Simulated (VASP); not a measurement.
# C in VASP: further runs

The runs below take C through single point, with LDA.

Everything below comes from runs of VASP 6.6.1. Logs are shortened: lines on timing, memory, paths and dates and some standing lists are left out, and cuts for length are marked.

## (1) The structure

The cell holds a slab with vacuum, 8 atoms: a = 2.460 Å, b = 2.460 Å, c = 30.955 Å, α = 90.00°, β = 90.00°, γ = 120.00°.

The slab is cut from a database's or a generator's crystal, which needn't be the stable form of the element.

## (2) Single point, LDA

Contents of INCAR:

```
PREC = Accurate
ENCUT = 460
EDIFF = 1E-7
ISMEAR = 1
SIGMA = 0.1
LREAL = False
LASPH = True
NELM = 120
ALGO = Normal
ISIF = 2
LWAVE = False
LCHARG = False
LDIPOL = True
IDIPOL = 3
DIPOL = 0.5 0.5 0.500
GGA = CA
NBANDS = 32
LVHAR = True
LVACPOTAV = True
```

Contents of KPOINTS:

```
Automatic mesh
0
Gamma
  5 5 1
```

Contents of POSCAR:

```
C
1.0
    2.4599989204      0.0000000000      0.0000000000
   -1.2299994602      2.1304215583      0.0000000000
    0.0000000000      0.0000000000     30.9550000000
C
8
Direct
    0.6666666667      0.3333333333      0.1938297529
    0.3333333334      0.6666666667      0.1941899532
    0.6666666667      0.3333333333      0.4456097561
    0.3333333334      0.6666666667      0.4459699564
    0.3333333334      0.6666666667      0.5540300436
    0.0000000000      0.0000000000      0.5543902439
    0.3333333334      0.6666666667      0.8058100468
    0.0000000000      0.0000000000      0.8061702471
```

Potentials or basis: VASP PAW LDA potentials, release 64 (C).

Started as:

```console
cat potpaw_LDA.64/C/POTCAR > POTCAR
mpirun -np 1 vasp_std > vasp.out
```

OUTCAR:

```text
PREC = Accurate
   ENCUT = 460
   EDIFF = 1E-7
   ISMEAR = 1
   LREAL = False
   LASPH = True
   NELM = 120
   ISIF = 2
   GGA = CA

 Found      5 irreducible k-points:

 Following reciprocal coordinates:
            Coordinates               Weight
  0.000000  0.000000  0.000000      1.000000
  0.200000  0.000000  0.000000      6.000000
  0.400000  0.000000  0.000000      6.000000
  0.200000  0.200000  0.000000      6.000000
  0.400000  0.200000  0.000000      6.000000
   k-points           NKPTS =      5   k-points in BZ     NKDIM =      5   number of bands    NBANDS=     32
   number of dos      NEDOS =    301   number of ions     NIONS =      8
   total plane-waves  NPLWV =  72576
   dimension x,y,z NGX =    18 NGY =   18 NGZ =  224
   dimension x,y,z NGXF=    36 NGYF=   36 NGZF=  448
   ions per type =               8
   NGX,Y,Z   is equivalent  to a cutoff of  12.16, 12.16, 12.03 a.u.
   NGXF,Y,Z  is equivalent  to a cutoff of  24.33, 24.33, 24.06 a.u.
 SYSTEM =  unknown system
   PREC   = accura    normal or accurate (medium, high low for compatibility)
   ISTART =      0    job   : 0-new  1-cont  2-samecut
   ICHARG =      2    charge: 1-file 2-atom 10-const
   ISPIN  =      1    spin polarized calculation?
   LNONCOLLINEAR =      F non collinear calculations
   LSORBIT =      F    spin-orbit coupling
   LASPH  =      T    aspherical Exc in radial PAW
   ENCUT  =  460.0 eV  33.81 Ry    5.81 a.u.   4.30  4.30 54.13*2*pi/ulx,y,z
   NELM   =    120;   NELMIN=  2; NELMDL= -5     # of ELM steps
   EDIFF  = 0.1E-06   stopping-criterion for ELM
   LREAL  =      F    real-space projection
   EDIFFG = 0.1E-05   stopping-criterion for IOM
   NSW    =      0    number of steps for IOM
   IBRION =     -1    ionic relax: 0-MD 1-quasi-New 2-CG
   NFREE  =      0    steps in history (QN), initial steepest desc. (CG)
   ISIF   =      2    stress and relaxation
   ISYM   =      2    0-nonsym 1-usesym 2-fastsym
   POTIM  = 0.5000    time-step for ionic-motion
   TEBEG  =    0.0;   TEEND  =   0.0 temperature during run
   PSTRESS=    0.0 pullay stress
   NELECT =      32.0000    total number of electrons
   NUPDOWN=      -1.0000    fix difference up-down
   EMIN   =  10.00;   EMAX   =-10.00  energy-range for DOS
   EFERMI =   0.00;   METHOD = LEGACY
   ISMEAR =     1;   SIGMA  =   0.10  broadening in eV -4-tet -1-fermi 0-gaus
   EFERMI_NEDOS =   21; number of points for ismear=-14 and -15
   IALGO  =     38    algorithm
   IMIX   =      4    mixing-type and parameters
     AMIX     =   0.40;   BMIX     =  1.00
     AMIX_MAG =   1.60;   BMIX_MAG =  1.00
  volume/ion in A,a.u.               =      20.28       136.85
  Fermi-wavevector in a.u.,A,eV,Ry     =   0.952974  1.800860 12.356260  0.908160
  Thomas-Fermi vector in A             =   2.081586
   LORBIT       =      0    0 simple, 1 ext, 2 COOP (PROOUT), +10 PAW based schemes
   GGA     = CA    functional components
   LHFCALC =     F    Hartree Fock is set to
   AEXX    =    0.0000 exact exchange contribution
   IVDW    =     0    specifies the selected vdW correction
   LEPSILON=     F    determine dielectric tensor
   LRPA    =     F    only Hartree local field effects (RPA)
 non-spin polarized calculation
 Methfessel and Paxton  Order N= 1 SIGMA  =   0.10
  energy-cutoff  :      460.00
  volume of cell :      162.23
 maximum number of plane-waves:      3727
 NGX is ok and might be reduce to    18
   NGX =  9   NGY =  9   NGZ =109

 dipolmoment           0.000000      0.000000      0.000000 electrons x Angstroem

 number of electron      31.9999989 magnetization

 dipolmoment           0.000000      0.000000     -0.000000 electrons x Angstroem

 Free energy of the ion-electron system (eV)
  ---------------------------------------------------
  ext. energy  EPLUGINS =         0.00000000
  ---------------------------------------------------
  free energy    TOTEN  =       -80.65014646 eV

  energy without entropy =      -80.65432231  energy(sigma->0) =      -80.65153841

 E-fermi :  -1.9111     XC(G=0):  -5.3809

 val. band max:       -1.9939842244   @ k =   0.4000   0.2000   0.0000
 cond. band min:       0.6176621552   @ k =   0.4000   0.2000   0.0000
 fundamental gap:      2.6116463797
 Fermi energy:        -1.9110779776

 k-point     1 :       0.0000    0.0000    0.0000
  band No.  band energies     occupation
      1     -20.0715      2.00000
      2     -19.9115      2.00000
      3     -19.8452      2.00000
      4     -19.8452      2.00000
      5      -8.8311      2.00000
      6      -8.1804      2.00000
      7      -8.1804      2.00000
      8      -7.8127      2.00000
      9      -3.6686      2.00000
     10      -3.6686      2.00000
     11      -3.6591      2.00000
     12      -3.6591      2.00000
     13      -3.5197      2.00000
     14      -3.5197      2.00000
     15      -3.5197      2.00000
     16      -3.5197      2.00000
     17       2.6153      0.00000
     18       2.7760      0.00000
     19       3.1104      0.00000
     20       3.5224      0.00000
     21       4.0251      0.00000
     22       4.6149      0.00000
     23       5.2970      0.00000
     24       6.3044      0.00000
     25       7.1380      0.00000
     26       7.6631      0.00000
     27       7.6631      0.00000
     28       7.6876      0.00000

 k-point     2 :       0.2000    0.0000    0.0000
  band No.  band energies     occupation
      1     -19.1273      2.00000
      2     -18.9767      2.00000
      3     -18.9060      2.00000
      4     -18.9059      2.00000
      5      -7.6881      2.00000
      6      -7.0557      2.00000
      7      -7.0557      2.00000
      8      -6.7332      2.00000
      9      -6.7177      2.00000
     10      -6.6752      2.00000
     11      -6.5636      2.00000
     12      -6.5636      2.00000
     13      -5.1713      2.00000
     14      -5.1489      2.00000
     15      -5.0161      2.00000
     16      -5.0161      2.00000
     17       3.8899      0.00000
     18       4.0562      0.00000
     19       4.3714      0.00000
     20       4.7924      0.00000
     21       5.2898      0.00000
     22       5.8573      0.00000
     23       6.5511      0.00000
     24       7.3551      0.00000
     25       7.5965      0.00000
     26       7.6945      0.00000
     27       7.7633      0.00000
     28       7.7936      0.00000

 k-point     3 :       0.4000    0.0000    0.0000
  band No.  band energies     occupation
      1     -16.3701      2.00000
      2     -16.2470      2.00000
      3     -16.1631      2.00000
      4     -16.1631      2.00000
      5     -11.9037      2.00000
      6     -11.8205      2.00000
      7     -11.7175      2.00000
      8     -11.7175      2.00000
      9      -6.8368      2.00000
     10      -6.8092      2.00000
     11      -6.6792      2.00000
     12      -6.6792      2.00000
     13      -4.5379      2.00000
     14      -4.0006      2.00000
     15      -4.0006      2.00000
     16      -3.7720      2.00000
     17       2.2325      0.00000
     18       2.6461      0.00000
     19       2.6461      0.00000
     20       2.7559      0.00000
     21       6.8859      0.00000
     22       7.0741      0.00000
     23       7.1246      0.00000
     24       7.1248      0.00000
     25       7.7160      0.00000
     26       7.9027      0.00000
     27       8.1548      0.00000
     28       8.6032      0.00000

 k-point     4 :       0.2000    0.2000    0.0000
  band No.  band energies     occupation
      1     -17.2755      2.00000
      2     -17.1432      2.00000
      3     -17.0638      2.00000
      4     -17.0638      2.00000
      5      -9.4652      2.00000
      6      -9.4327      2.00000
      7      -9.3042      2.00000
      8      -9.3042      2.00000
      9      -8.1244      2.00000
     10      -8.1000      2.00000
     11      -7.9686      2.00000
     12      -7.9686      2.00000
     13      -5.4951      2.00000
     14      -4.9087      2.00000
     15      -4.9086      2.00000
     16      -4.6187      2.00000
     17       4.1111      0.00000
     18       4.3981      0.00000
     19       4.4168      0.00000
     20       4.4170      0.00000
     21       6.4306      0.00000
     22       6.6055      0.00000
     23       6.8840      0.00000
     24       7.2901      0.00000
     25       7.7762      0.00000
     26       8.2607      0.00000
     27       9.0120      0.00000
     28       9.5116      0.00000

 k-point     5 :       0.4000    0.2000    0.0000
  band No.  band energies     occupation
      1     -14.1221      2.00000
      2     -14.0664      2.00000
      3     -13.9471      2.00000
      4     -13.9471      2.00000
      5     -13.2584      2.00000
      6     -13.2211      2.00000
      7     -13.0971      2.00000
      8     -13.0971      2.00000
      9      -9.4964      2.00000
     10      -9.4418      2.00000
     11      -9.3250      2.00000
     12      -9.3250      2.00000
     13      -2.3631      2.00000
     14      -1.9960      2.00299
     15      -1.9959      2.00279
     16      -1.9940      1.99423
     17       0.6177      0.00000
     18       0.7024      0.00000
     19       0.7925      0.00000
     20       0.7927      0.00000
     21       9.9663      0.00000
     22      10.2476      0.00000
     23      10.4026      0.00000
     24      10.4027      0.00000
     25      10.5071      0.00000
     26      10.6474      0.00000
     27      10.6830      0.00000
     28      10.6880      0.00000
 [bands above 28 left out]

------------------------ aborting loop because EDIFF is reached ----------------------------------------

  FORCE on cell =-STRESS in cart. coord.  units (eV):
  Direction    XX          YY          ZZ          XY          YZ          ZX
  --------------------------------------------------------------------------------------
  -------------------------------------------------------------------------------------
  Total       -2.7574206     -2.7574206     -0.2824776      0.0000000      0.0000000     -0.0000000
  in kB      -27.2321745    -27.2321745     -2.7897373      0.0000000      0.0000000     -0.0000000
  external PRESSURE =     -19.0846955 kB  Pullay stress =       0.0000000 kB

 VOLUME and BASIS-vectors are now :
 -----------------------------------------------------------------------------
  energy-cutoff  :      460.00
  volume of cell :      162.23
      direct lattice vectors                 reciprocal lattice vectors
     2.459998920  0.000000000  0.000000000     0.406504243  0.234695334  0.000000000
    -1.229999460  2.130421558  0.000000000     0.000000000  0.469390669  0.000000000
     0.000000000  0.000000000 30.955000000     0.000000000  0.000000000  0.032304959

 POSITION                                       TOTAL-FORCE (eV/Angst)
 -----------------------------------------------------------------------------------
      1.23000      0.71014      6.00000        -0.000000      0.000000      0.198680
      0.00000      1.42028      6.01115        -0.000000      0.000000     -0.198614
      1.23000      0.71014     13.79385        -0.000000      0.000000      0.204526
      0.00000      1.42028     13.80500         0.000000      0.000000     -0.171715
      0.00000      1.42028     17.15000         0.000000     -0.000000      0.171715
      0.00000      0.00000     17.16115         0.000000     -0.000000     -0.204526
      0.00000      1.42028     24.94385         0.000000     -0.000000      0.198614
      0.00000      0.00000     24.95500        -0.000000     -0.000000     -0.198680
 -----------------------------------------------------------------------------------
    total drift:                               -0.000000     -0.000000     -0.000000

  FREE ENERGIE OF THE ION-ELECTRON SYSTEM (eV)
  ---------------------------------------------------
  free  energy   TOTEN  =       -80.6501464608 eV

  energy  without entropy=      -80.6543223075  energy(sigma->0) =      -80.65153841

 vacuum level on the upper side and lower side of the slab         4.031         4.031
```

Wall time 28 s (1 thread of Intel Xeon Platinum 8488C (Sapphire Rapids), shared host); peak memory 0.19 GiB.

These settings aren't checked as converged: the numbers below hold their error.

Results:

| Item | Value |
| --- | --- |
| Free energy | -80.6501 eV |
| Largest force | 0.205 eV/Å |
| Band gap on the k mesh | 2.61 eV, direct |
| Ionisation potential of the upper face | 6.03 eV |

Caveat: the k mesh is coarse (spacing up to 0.59 Å⁻¹), so the values aren't converged; the cutoff is under 1.25 times the usual one of these potentials, so pressure, stress and relaxed cells hold a basis-set (Pulay) error.

(Continued in part 2 of 3.)
